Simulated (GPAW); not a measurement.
CoO: phonons with PBE

CoO:

```
Co O
1.0
    -1.50800    1.50800    2.10725
     1.50800   -1.50800    2.10725
     1.50800    1.50800   -2.10725
Co O
1 1
Direct
  0.00000 0.00000 0.00000
  0.50000 0.50000 0.00000
```

```
Program             : GPAW 26.7.0
Task                : phonons
Functional          : PBE
Potentials or basis : GPAW PAW data sets (gpaw-data 1.2.1)
Cutoff              : 680 eV
Basis               : pw
k mesh              : 9 × 9 × 9
Occupations         : fermi-dirac, width 0.05 eV
Spin                : collinear spin, ferromagnetic start
Starting moments    : [2.0, 0.0] μB
Maxiter             : 150
Convergence         : density=1e-06 eigenstates=1e-09
Supercell           : 1 × 1 × 1
Supercell k mesh    : 9 × 9 × 9
Displacement        : 0.02
Relaxed first       : ions
```

```
Pressure after relaxing       : -0.8 GPa
Band gap on the k mesh        : none (metal or under the smearing width)
Net moment                    : 2.89 μB per cell
Site moments                  : Co +2.50; O +0.23 μB
Highest phonon frequency at Γ : 213 cm⁻¹
```

Stress tensor (GPa, compression positive):
```
-0.87  0.00  0.00
 0.00 -0.87  0.00
 0.00  0.00 -0.67
```

Final structure:
```yaml
crystal:
  lattice:
    - [-1.50800, 1.50800, 2.10725]
    - [1.50800, -1.50800, 2.10725]
    - [1.50800, 1.50800, -2.10725]
  atoms:
    - { symbol: Co, position: [0.00000, 0.00000, 0.00000] }
    - { symbol: O, position: [0.50000, 0.50000, 0.00000] }
```

Levels at points of the mesh, in eV from the Fermi level:
Spin up:
```csv
k point,band 6,band 7,band 8,band 9,band 10,band 11,band 12,band 13
"(0.00, 0.00, 0.00)",-3.25,-3.14,-3.14,-3.01,0.89,16.79,18.01,18.01
```
Spin down:
| k point | band 3 | band 4 | band 5 | band 6 | band 7 | band 8 | band 9 | band 10 |
| --- | --- | --- | --- | --- | --- | --- | --- | --- |
| (0.00, 0.00, 0.00) | -2.72 | -2.72 | -1.15 | -1.15 | -1.11 | 0.03 | 0.07 | 1.43 |

Phonon frequencies in cm⁻¹ (negative: imaginary):
```tsv
q point	frequencies
(0.000, 0.000, 0.000)	0 0 0 155 155 213
```

Run time: 3.8 min on 1 thread of AMD EPYC 7R13 Processor (Zen 3) (shared host), peak memory 0.38 GiB.

Caveat: the cutoff is short for stress and forces, so pressures can be off by a GPa or more; a cell with one magnetic atom can't hold antiferromagnetic order, which such compounds often take; semilocal functionals often make such compounds metallic where correlation or magnetic order opens a gap, which also shifts bond lengths. With open d or f shells a metallic result of PBE can be an artefact of self-interaction; +U or a hybrid may open a gap.
